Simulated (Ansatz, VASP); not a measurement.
# Cross-check of SnH (H-SnSn-H chair, 1 layer) between VASP and Ansatz, part 2 of 2

Aim: how closely do two programs agree when they are given the same cell, functional and k mesh? Of the first pair: The structure shown is the start of the Ansatz relaxation below; VASP solves that cell, so the two are compared at the walk's first step.

VASP 6.6.1 and Ansatz 0.2.0.

So far: Set-up; Ansatz: relaxation, PBE.

## (3) VASP: single point, PBE, start cell, pair 1

Level of this step: PBE; plane waves and PAW (H, Sn_d) (VASP).

The same cell, functional, mesh and smearing now go to VASP, with its own data sets.

Lines of VASP's logs that name or quote its potential files are left out, and so is its time.

The input, INCAR:

```
SYSTEM = SnH
PREC = Accurate
ENCUT = 400
EDIFF = 1E-06
NELM = 120
ISMEAR = -1
SIGMA = 0.05
LREAL = .FALSE.
ALGO = Normal
GGA = PE
NBANDS = 21
LORBIT = 11
LWAVE = .FALSE.
LCHARG = .FALSE.
ISIF = 2
LDIPOL = .TRUE.
IDIPOL = 3
DIPOL = 0.5 0.5 0.5
LVHAR = .TRUE.
LASPH = .TRUE.
GGA_COMPAT = .FALSE.
EFERMI = MIDGAP
NELMDL = -8
```

The input, POSCAR:

```
SnH
1.0
    4.5870000000      0.0000000000      0.0000000000
   -2.2935000000      3.9724590000      0.0000000000
    0.0000000000      0.0000000000     21.3266670000
H Sn
2 2
Direct
    0.6666666666      0.3333333332      0.3985620444
    0.3333333332      0.6666666666      0.6014379556
    0.6666666666      0.3333333332      0.4782744533
    0.3333333332      0.6666666666      0.5217255467
```

The input, KPOINTS:

```
Automatic mesh
0
Gamma
6 6 1
0 0 0
```

PAW data sets: H and Sn_d (PBE family, release 64).

The run is started by

```bash
$ mpirun -np 1 vasp_std
```

Numbers of over 12 decimals in the logs are rounded to 6 here.

The log of the run:

```text
[banner, memory and clock lines left out]
running    1 mpi-ranks, on    1 nodes
 distrk:  each k-point on    1 cores,    1 groups
 distr:  one band on    1 cores,    1 groups

 POSCAR found type information on POSCAR H Sn
 POSCAR found :  2 types and       4 ions
 LDA part: xc-table for (Slater+PW92), standard interpolation
 POSCAR, INCAR and KPOINTS ok, starting setup
 FFT: planning ... GRIDC
 FFT: planning ... GRID_SOFT
 FFT: planning ... GRID
 WAVECAR not read
 entering main loop
       N       E                     dE             d eps       ncg     rms          rms(c)
DAV:   1     0.158309976389E+03    0.15831E+03   -0.12824E+04   390   0.952E+02
DAV:   2    -0.395649707716E+00   -0.15871E+03   -0.15559E+03   337   0.248E+02
DAV:   3    -0.136946177384E+02   -0.13299E+02   -0.13245E+02   357   0.977E+01
DAV:   4    -0.141659633869E+02   -0.47135E+00   -0.47121E+00   347   0.211E+01
DAV:   5    -0.141873624237E+02   -0.21399E-01   -0.21399E-01   435   0.396E+00
DAV:   6    -0.141880302609E+02   -0.66784E-03   -0.66784E-03   419   0.675E-01
DAV:   7    -0.141880516015E+02   -0.21341E-04   -0.21341E-04   459   0.959E-02
DAV:   8    -0.141880519449E+02   -0.34345E-06   -0.34395E-06   331   0.146E-02    0.550E+00
DAV:   9    -0.137213045652E+02    0.46675E+00   -0.31356E-01   385   0.460E+00    0.302E+00
DAV:  10    -0.135732266343E+02    0.14808E+00   -0.64855E-01   361   0.465E+00    0.615E-01
DAV:  11    -0.135679349096E+02    0.52917E-02   -0.96508E-02   363   0.269E+00    0.232E-01
DAV:  12    -0.135667853334E+02    0.11496E-02   -0.11363E-02   384   0.650E-01    0.118E-01
DAV:  13    -0.135661869757E+02    0.59836E-03   -0.22669E-03   398   0.289E-01    0.829E-02
DAV:  14    -0.135655770365E+02    0.60994E-03   -0.12546E-03   355   0.265E-01    0.411E-02
DAV:  15    -0.135657682997E+02   -0.19126E-03   -0.18457E-04   314   0.106E-01    0.268E-02
DAV:  16    -0.135661164408E+02   -0.34814E-03   -0.41910E-04   319   0.869E-02    0.277E-02
DAV:  17    -0.135661977100E+02   -0.81269E-04   -0.21501E-05   337   0.434E-02    0.163E-02
DAV:  18    -0.135665570187E+02   -0.35931E-03   -0.50038E-05   367   0.404E-02    0.679E-03
DAV:  19    -0.135665908544E+02   -0.33836E-04   -0.15022E-05   312   0.210E-02    0.895E-03
DAV:  20    -0.135666663646E+02   -0.75510E-04   -0.74225E-06   286   0.214E-02    0.226E-03
DAV:  21    -0.135666766507E+02   -0.10286E-04   -0.27397E-06   315   0.104E-02    0.183E-03
DAV:  22    -0.135666837217E+02   -0.70710E-05   -0.21250E-07   276   0.337E-03    0.881E-04
DAV:  23    -0.135666894723E+02   -0.57506E-05   -0.28715E-07   276   0.375E-03    0.594E-04
DAV:  24    -0.135666903677E+02   -0.89543E-06   -0.84650E-08   294   0.277E-03
   1 F= -.13566690E+02 E0= -.13566676E+02  d E =-.278111E-04
```

OUTCAR, selected parts (step 3):

```text
ion  position               nearest neighbor table
   1  0.667  0.333  0.399-   3 1.70
   2  0.333  0.667  0.601-   4 1.70
   3  0.667  0.333  0.478-   1 1.70   4 2.81   4 2.81   4 2.81
   4  0.333  0.667  0.522-   2 1.70   3 2.81   3 2.81   3 2.81

  LATTYP: Found a hexagonal cell.
 ALAT       =     4.5870000000
 C/A-ratio  =     4.6493714846

 Subroutine GETGRP returns: Found 12 space group operations
 (whereof 12 operations were pure point group operations)

The static configuration has the point symmetry D_3d.

 Found      7 irreducible k-points:

   k-points           NKPTS =      7   k-points in BZ     NKDIM =      7   number of bands    NBANDS=     21

   dimension x,y,z NGX =    30 NGY =   30 NGZ =  140
   dimension x,y,z NGXF=    60 NGYF=   60 NGZF=  280

   ENCUT  =  400.0 eV  29.40 Ry    5.42 a.u.   7.48  7.48 34.78*2*pi/ulx,y,z

   NELECT =      30.0000    total number of electrons

 k-points in reciprocal lattice and weights: Automatic mesh
   0.00000000  0.00000000  0.00000000       0.028
   0.16666667  0.00000000  0.00000000       0.167
   0.33333333  0.00000000  0.00000000       0.167
   0.50000000  0.00000000  0.00000000       0.083
   0.16666667  0.16666667  0.00000000       0.167
   0.33333333  0.16666667  0.00000000       0.333
   0.33333333  0.33333333  0.00000000       0.056

 dipolmoment           0.000000      0.000000      0.000000 electrons x Angstroem

 average (electrostatic) potential at core
       1 -39.4410       2 -39.4410       3-109.4351       4-109.4351

 E-fermi :  -2.4076

 k-point     1 :       0.0000    0.0000    0.0000
  band No.  band energies     occupation
    ...
     11     -12.4272      2.00000
     12      -8.5727      2.00000
     13      -5.4222      2.00000
     14      -2.8160      1.99943
     15      -2.8160      1.99943
     16      -2.0339      0.00113
     17       0.4279      0.00000
     18       0.5700      0.00000
     19       0.5700      0.00000
     20       1.2671      0.00000
    ...

 k-point     2 :       0.1667    0.0000    0.0000
  band No.  band energies     occupation
    ...
     11     -12.1973      2.00000
     12      -8.6316      2.00000
     13      -5.4581      2.00000
     14      -4.5415      2.00000
     15      -3.2589      2.00000
     16      -0.8600      0.00000
     17       0.4831      0.00000
     18       0.7390      0.00000
     19       1.3094      0.00000
     20       1.6474      0.00000
    ...

 k-point     3 :       0.3333    0.0000    0.0000
  band No.  band energies     occupation
    ...
     11     -11.5555      2.00000
     12      -9.0614      2.00000
     13      -5.8680      2.00000
     14      -5.5262      2.00000
     15      -3.8750      2.00000
     16      -1.1140      0.00000
     17       0.5430      0.00000
     18       1.1084      0.00000
     19       2.2024      0.00000
     20       2.3145      0.00000
    ...

  Total        0.9103592      0.9103594      1.0712274      0.0000000     -0.0000000     -0.0000000
  in kB        3.7532907      3.7532916      4.4165293      0.0000000     -0.0000000     -0.0000000
  external PRESSURE =       3.9743705 kB  Pullay stress =       0.0000000 kB

  energy-cutoff  :      400.00
  volume of cell :      388.61
      direct lattice vectors                 reciprocal lattice vectors
     4.587000000  0.000000000  0.000000000     0.218007412  0.125866623  0.000000000
    -2.293500000  3.972459000  0.000000000     0.000000000  0.251733246  0.000000000
     0.000000000  0.000000000 21.326667000     0.000000000  0.000000000  0.046889652

 POSITION                                       TOTAL-FORCE (eV/Angst)
 -----------------------------------------------------------------------------------
      2.29350      1.32415      8.50000         0.000000      0.000000     -0.393008
     -0.00000      2.64831     12.82667         0.000000      0.000000      0.393008
      2.29350      1.32415     10.20000        -0.000000      0.000000      0.541679
     -0.00000      2.64831     11.12667        -0.000000     -0.000000     -0.541679
 -----------------------------------------------------------------------------------
    total drift:                                0.000000      0.000000      0.000000

  FREE ENERGIE OF THE ION-ELECTRON SYSTEM (eV)
  ---------------------------------------------------
  free  energy   TOTEN  =       -13.5666903677 eV

  energy  without entropy=      -13.5666625566  energy(sigma->0) =      -13.56667646

 vacuum level on the upper side and lower side of the slab         1.830         1.830

 total charge
# of ion       s       p       d       tot
------------------------------------------
    1        0.524   0.010   0.000   0.533
    2        0.524   0.010   0.000   0.533
    3        1.119   1.323   9.984  12.426
    4        1.119   1.323   9.984  12.426
--------------------------------------------------
tot          3.287   2.665  19.968  25.920

[... 3 further parts left out ...]
```

## (4) Side by side

Known differences besides the potentials themselves: the cutoff is 420 eV in Ansatz and 400 eV in VASP. Total energies have different zeros and are not compared.

Forces (eV/Å; atoms numbered as in POSCAR):

```
atom        Ansatz x, y, z          VASP x, y, z
  H1  0.000, 0.000, -0.410  0.000, 0.000, -0.393
  H2   0.000, 0.000, 0.410   0.000, 0.000, 0.393
 Sn3   0.000, 0.000, 0.559   0.000, 0.000, 0.542
 Sn4  0.000, 0.000, -0.559  0.000, 0.000, -0.542
```

The forces differ by 10.0 meV/Å r.m.s., which is 3.6 % of the r.m.s. force of 0.273 eV/Å (both taken over all components). With vacuum in the cell, a pressure given here is an average over mostly empty space and none of the material.

## (5) Ansatz: relaxation, PBE

This run makes the geometry at which the two programs are then compared.

The structure compared here is the end of the Ansatz relaxation.

The input, input.yaml:

```yaml
crystal:
  lattice:
    - [4.587, 0.0, 0.0]
    - [-2.2935, 3.9724585272, 0.0]
    - [0.0, 0.0, 21.3266666667]
  atoms:
    - { symbol: H, position: [0.6666666667, 0.3333333333, 0.3985620506] }
    - { symbol: Sn, position: [0.6666666667, 0.3333333333, 0.4782744608] }
    - { symbol: Sn, position: [0.3333333333, 0.6666666667, 0.5217255392] }
    - { symbol: H, position: [0.3333333333, 0.6666666667, 0.6014379494] }
kpoints:
  mp_grid: { grid: [6, 6, 1] }
hamiltonian:
  xc: pbe
scf:
  occupations: { method: fermi_dirac, width: 0.05 }
  convergence: { dr2_threshold: 1.0e-08 }
efield:
  axis: 3
  dipole_correction: true
  ramp_position: 0.97
  ramp_width: 0.04
relax:
  f_tol: 0.01
  cell: { fix: [c, alpha, beta] }
output:
  write_potential: true
  write_density: true
  volumetric_format: npy
```

The run is started by

```bash
$ ansatz run input.yaml --threads 4 --pin off --max-ram 8192MiB --backend cpu --events-out ev --progress --plain --runs-dir out
```

The log of the run:

```text
[...]
Crystal: 4 atoms, lattice volume = 388.607 Å³
Basis set: ecut = 420 eV, 7637 PW (Γ), exchange–correlation on 64×64×288 points (8 copies of the dense FFT grid, shifted against one another)
[...]
cell:  # Å, volume = 410.4557 Å³
    - [4.714182, 9.413355727037759e-18, 0]
    - [-2.357091, 4.082601, 0]
    - [0, 0, 21.3266666667]
  atoms:
    - { symbol: H, position: [0.666667, 0.333333, 0.399246] }
    - { symbol: Sn, position: [0.666667, 0.333333, 0.480695] }
    - { symbol: Sn, position: [0.333333, 0.666667, 0.519305] }
    - { symbol: H, position: [0.333333, 0.666667, 0.600754] }
[key lines of the parts left out:]
SCF converged after 4 iterations
Free energy (F): -12079.327502 eV
Fermi energy:    -2.616325 eV
Dipole field:    D = -0.000025 V/Å  (p = -0.000058 e·Å, saw-weighted, corrected)
Work function:   Φ+ = 4.7570 eV   Φ− = 4.7565 eV
P = ⅓ Tr σ = 0.0009 GPa (0.009 kbar)
```

## (6) VASP: single point, PBE, relaxed cell, pair 2

The same cell, functional, mesh and smearing now go to VASP, with its own data sets.

Changes to INCAR since step 3:

```diff
@@ -2,3 +2,3 @@
 PREC = Accurate
-ENCUT = 400
+ENCUT = 500
 EDIFF = 1E-06
```

The input, POSCAR:

```
SnH
1.0
    4.7141819561      0.0000000000      0.0000000000
   -2.3570909780      4.0826013320      0.0000000000
    0.0000000000      0.0000000000     21.3266666667
H Sn
2 2
Direct
    0.6666666666      0.3333333332      0.3992463867
    0.3333333332      0.6666666666      0.6007536084
    0.6666666666      0.3333333332      0.4806952049
    0.3333333332      0.6666666666      0.5193047903
```

KPOINTS is that of step 3.

The run is started by

```bash
$ mpirun -np 1 vasp_std
```

The log of the run:

```text
[... set-up lines as in an earlier step ...]
 entering main loop
       N       E                     dE             d eps       ncg     rms          rms(c)
DAV:   1     0.184145488627E+03    0.18415E+03   -0.13397E+04   366   0.110E+03
DAV:   2     0.144369902350E+01   -0.18270E+03   -0.17642E+03   345   0.265E+02
DAV:   3    -0.137245218800E+02   -0.15168E+02   -0.15113E+02   370   0.101E+02
DAV:   4    -0.142169148429E+02   -0.49239E+00   -0.49218E+00   334   0.218E+01
[...]
DAV:  23    -0.136210268157E+02   -0.16857E-05   -0.72587E-08   281   0.128E-03    0.364E-04
DAV:  24    -0.136210279325E+02   -0.11169E-05   -0.25584E-08   249   0.933E-04    0.136E-04
DAV:  25    -0.136210285456E+02   -0.61303E-06   -0.10948E-08   215   0.458E-04
   1 F= -.13621029E+02 E0= -.13620750E+02  d E =-.557880E-03
```

OUTCAR, selected parts (step 6):

```text
  Total       -0.0455879     -0.0455879     -0.1089104     -0.0000000      0.0000000      0.0000000
  in kB       -0.1779481     -0.1779481     -0.4251221     -0.0000000      0.0000000      0.0000000
  external PRESSURE =      -0.2603395 kB  Pullay stress =       0.0000000 kB

 POSITION                                       TOTAL-FORCE (eV/Angst)
 -----------------------------------------------------------------------------------
      2.35709      1.36087      8.51459         0.000000     -0.000000      0.016906
     -0.00000      2.72173     12.81207         0.000000     -0.000000     -0.016906
      2.35709      1.36087     10.25163        -0.000000      0.000000     -0.015078
     -0.00000      2.72173     11.07504        -0.000000     -0.000000      0.015078
 -----------------------------------------------------------------------------------
    total drift:                                0.000000      0.000000      0.000103

  FREE ENERGIE OF THE ION-ELECTRON SYSTEM (eV)
  ---------------------------------------------------
  free  energy   TOTEN  =       -13.6210285456 eV

  energy  without entropy=      -13.6204706657  energy(sigma->0) =      -13.62074961

[... 1 part as in an earlier step ...]

[... 2 further parts left out ...]
[key lines of the parts left out:]
E-fermi :  -2.9946
```

## (7) Side by side

What differs besides the data sets and the points named for the pairs above, as far as they apply: the cutoff is 420 eV in Ansatz and 500 eV in VASP; Ansatz's pressure holds a Pulay correction, VASP's none. Total energies have different zeros and are not compared.

Compared:

```
              quantity  Ansatz   VASP  difference
        pressure (GPa)    0.00  -0.03       +0.03
gap on the k mesh (eV)   0.432  0.430      +0.002
```

At this near-relaxed geometry the largest component of a force difference is 16 meV/Å. A gap on the mesh is an upper bound, since the band edges may lie between its points. With vacuum in the cell, a pressure given here is an average over mostly empty space and none of the material.

## (8) Outcome

- r.m.s. force difference (single point, PBE, start cell, pair 1): 3.6 % of the r.m.s. force
- difference in gap on the k mesh (single point, PBE, relaxed cell, pair 2): 0.0022 eV
- r.m.s. force difference (single point, PBE, relaxed cell, pair 2): 9.2 meV/Å

**Reading.** The r.m.s. force difference is 3.6 % of the r.m.s. force (single point, PBE, start cell, pair 1), beyond the 3 % picked in this series as the mark of a large difference. How closely two codes agree says nothing of how well the functional describes the real material.

[Lines on the potential files, build, host, timing and source positions are cut from VASP's logs without a mark.]

[Logs are printed without paths, hosts, clocks, repeated set-up lines and the standing remarks that a program may print on its own settings, such as how far it seeks lower states.]

[Hosts, paths, dates, database ids (printed as entryN), source tags and the programs' standing remarks are cut or masked in the printed files.]
